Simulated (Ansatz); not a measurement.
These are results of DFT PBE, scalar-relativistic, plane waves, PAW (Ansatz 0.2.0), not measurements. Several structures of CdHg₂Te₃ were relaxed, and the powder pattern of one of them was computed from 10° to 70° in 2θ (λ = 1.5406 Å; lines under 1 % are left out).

Cu Kα1 powder pattern (kinematic, no thermal factors).
2θ (°) (relative intensity): 21.29 (6), 22.53 (3), 22.59 (22), 23.26 (11), 23.44 (17), 24.72 (6), 25.43 (2), 26.72 (18), 27.17 (53), 27.85 (100), 32.68 (5), 34.10 (3), 36.55 (11), 37.58 (4), 38.82 (28), 39.18 (4), 39.77 (36), 40.40 (9), 40.51 (6), 41.37 (4), 42.83 (18), 43.36 (9), 43.74 (5), 43.88 (1), 44.62 (13), 45.05 (13), 45.36 (8), 46.13 (4), 46.13 (11), 47.37 (2), 47.55 (1), 47.62 (2), 48.56 (5), 49.35 (3), 49.93 (3), 50.65 (2), 50.69 (6), 50.80 (1), 50.87 (4), 51.32 (5), 51.94 (3), 52.23 (11), 55.20 (3), 56.03 (3), 57.04 (4), 57.43 (2), 57.54 (6), 58.00 (12), 60.01 (2), 60.24 (6), 60.61 (1), 61.28 (5), 61.43 (1), 61.57 (1), 61.68 (4), 61.76 (2), 63.04 (4), 63.14 (5), 64.09 (4), 64.38 (5), 64.64 (1), 64.66 (2), 65.15 (2), 65.43 (4), 67.31 (2), 67.96 (1), 68.49 (2), 68.77 (4), 69.08 (1), 69.13 (2), 69.46 (6)

Question: Which structure gives it?
A. Space group C2 (No. 5), monoclinic, a = 7.911 Å, b = 4.913 Å, c = 10.533 Å, β = 94.5°. Cd has 4 Te at 2.85–2.96 Å; Hg has 2 Te at 2.72 Å; Te on a site of symmetry 1 is surrounded by 1 Hg at 2.72 Å and 2 Cd at 2.85–2.96 Å; 1 more site not described.
B. Space group I4/mmm (No. 139), tetragonal, a = 4.329 Å, c = 18.528 Å. Cd has 6 Te at 3.04–3.06 Å; Hg is surrounded by 6 Te at 3.06–3.15 Å; around Te on a site of symmetry 4mm lie 1 Cd at 3.04 Å and 5 Hg at 3.06–3.15 Å; 1 more site not described.
C. Space group P6_3mc (No. 186), hexagonal, a = 4.691 Å, c = 23.080 Å. Cd is surrounded by 4 Te at 2.87–2.88 Å; Hg on its first site has 4 Te at 2.88–2.89 Å; Te on its first site has 3 Hg at 2.88 Å and 1 Cd at 2.88 Å; 3 more sites not described.

Answer: A. Its strongest line, at 2θ = 27.85°, has d = λ/(2 sin θ) = 3.201 Å and is the (1 1 2) reflection of the conventional C2 cell with a = 7.911 Å, b = 4.913 Å, c = 10.533 Å, β = 94.5°. The others have their strongest lines at 29.1° (B); 21.9° (C).

The cells needn't be stable.
